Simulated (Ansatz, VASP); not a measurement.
## Two plane-wave programs on WC

INCAR

```
SYSTEM = WC
ALGO = Normal
EDIFF = 1E-7
ENCUT = 520
GGA = PS
ISIF = 2
ISMEAR = 0
LASPH = .TRUE.
LCHARG = .FALSE.
LREAL = .FALSE.
LWAVE = .FALSE.
NBANDS = 16
NELM = 60
PREC = Accurate
SIGMA = 0.1
```

KPOINTS

```
k-points
0
G
  6 6 6
  0 0 0
```

POSCAR

```
WC
1.0
    2.9005014360      0.0000000000      0.0000000000
   -1.4502507180      2.5119079273      0.0000000000
    0.0000000000      0.0000000000      2.8290000000
W C
1 1
Direct
    0.0000000000      0.0000000000      0.0000000000
    0.6666666667      0.3333333333      0.5000000000
```

Input for Ansatz:

```yaml
crystal:
  lattice:
    - [2.900501436, 0.0, 0.0]
    - [-1.450250718, 2.5119079273, 0.0]
    - [0.0, 0.0, 2.829]
  atoms:
    - { symbol: W, position: [0.0, 0.0, 0.0] }
    - { symbol: C, position: [0.6666666667, 0.3333333333, 0.5] }
basis:
  ecutwfc: 420
kpoints:
  mp_grid: { grid: [6, 6, 6] }
hamiltonian:
  xc: pbesol
scf:
  occupations: { method: gaussian, width: 0.1 }
output:
  forces: true
  stress: true
  eigenvalues: true
```

Alike in both runs: task single point; functional PBEsol; k mesh 6 × 6 × 6; occupations gaussian, width 0.1 eV; no spin polarisation.

```csv
,VASP,Ansatz
version,VASP 6.6.1,Ansatz 0.2.0
potentials or method,"VASP PAW PBE potentials, release 64 (W_sv, C)","scalar-relativistic, plane waves, PAW"
plane-wave cutoff (eV),520,420
valence electrons in the cell,18,18
```

```tsv
	VASP	Ansatz	Ansatz less VASP
gap on the k mesh at the Fermi level (eV)	none	none	-
pressure (GPa)	0.6	-0.7	-1.28
largest component of the traceless stress (GPa)	1.41	1.63	+0.220
```

A gap of «none» marks a metal or a gap that the smearing closes.

Caveats: the k mesh is coarse (spacing up to 0.42 Å⁻¹), so the values aren't converged; the PAW data sets were made with another functional, which shifts forces and pressure a little (VASP). The runs have no spin-orbit coupling, so splittings on W are missing.
